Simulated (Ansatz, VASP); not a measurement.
## Ti: VASP beside Ansatz

```
Ti
1.0
     2.67774    0.00000    0.00000
     0.00000    2.67774    0.00000
     0.00000    0.00000    2.67774
Ti
1
Direct
  0.00000 0.00000 0.00000
```

Alike in both runs: task single point; functional RPBE; k mesh 13 × 13 × 13; occupations fermi-dirac, width 0.1 eV; no spin polarisation.

```csv
,VASP,Ansatz
version,VASP 6.6.1,Ansatz 0.2.0
potentials or method,"VASP PAW PBE potentials, release 64 (Ti_sv)","plane waves (420 eV) with PAW, scalar-relativistic"
plane-wave cutoff (eV),520,420
valence electrons in the cell,12,12
```

|  | VASP | Ansatz | Ansatz less VASP |
| --- | --- | --- | --- |
| pressure (GPa) | -0.3 | -0.2 | +0.11 |

With one functional, cell and mesh, what is left measures potentials, basis and numerics.

Caveats: the PAW data sets were made with another functional, which shifts forces and pressure a little (VASP).
